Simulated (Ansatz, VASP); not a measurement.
This is a calculation of Zn for Ansatz 0.2.0.

input.yaml

```yaml
crystal:
  lattice:
    - [0.0, 1.964776, 1.92548048]
    - [1.964776, 0.0, 1.92548048]
    - [1.964776, 1.964776, 0.0]
  atoms:
    - { symbol: Zn, position: [0.0, 0.0, 0.0] }
kpoints:
  mp_grid: { grid: [12, 12, 12] }
scf:
  occupations: { method: fermi_dirac, width: 0.05 }
hamiltonian:
  xc: pbesol
  pseudopotentials: { kind: all_electron, lapw: { basis_error: 0.001 } }
output:
  forces: true
  stress: true
  eigenvalues: true
```

Potentials or basis: all-electron LAPW, scalar-relativistic.

The run is started by

```sh
$ ansatz run input.yaml --threads 1 --pin off --max-ram 3072MiB --backend cpu --events-out ev --progress --plain --runs-dir out
```

Translate it to VASP 6.6.1. Potentials there: VASP PAW PBE potentials, release 64 (Zn).

As run (the cutoff follows the program's own potentials):

File INCAR:

```
SYSTEM = Zn
ALGO = Fast
EDIFF = 1E-6
ENCUT = 520
GGA = PS
ISIF = 2
ISMEAR = -1
LASPH = .TRUE.
LCHARG = .FALSE.
LREAL = .FALSE.
LWAVE = .FALSE.
NBANDS = 12
NELM = 80
PREC = Accurate
SIGMA = 0.05
```

KPOINTS

```
k-points
0
G
  12 12 12
  0 0 0
```

Contents of POSCAR:

```
Zn
1.0
    0.0000000000      1.9647760000      1.9254804800
    1.9647760000      0.0000000000      1.9254804800
    1.9647760000      1.9647760000      0.0000000000
Zn
1
Direct
    0.0000000000      0.0000000000      0.0000000000
```

Potentials or basis: VASP PAW PBE potentials, release 64 (Zn).

The run is started by

```bash
$ cat potpaw_PBE.64/Zn/POTCAR > POTCAR
$ mpirun -np 1 vasp_std > vasp.out
```

Both were run:

|  | VASP | Ansatz | Ansatz less VASP |
| --- | --- | --- | --- |
| gap on the k mesh at the Fermi level (eV) | none | none | - |
| pressure (GPa) | -3.5 | -3.8 | -0.37 |
| largest component of the traceless stress (GPa) | 0.18 | 0.19 | +0.013 |

A gap of «none» marks a metal or a gap that the smearing closes. Ansatz ran all-electron here, so the differences hold the error of VASP's frozen core and of both bases.

Caveats: the PAW data sets were made with another functional, which shifts forces and pressure a little (VASP).
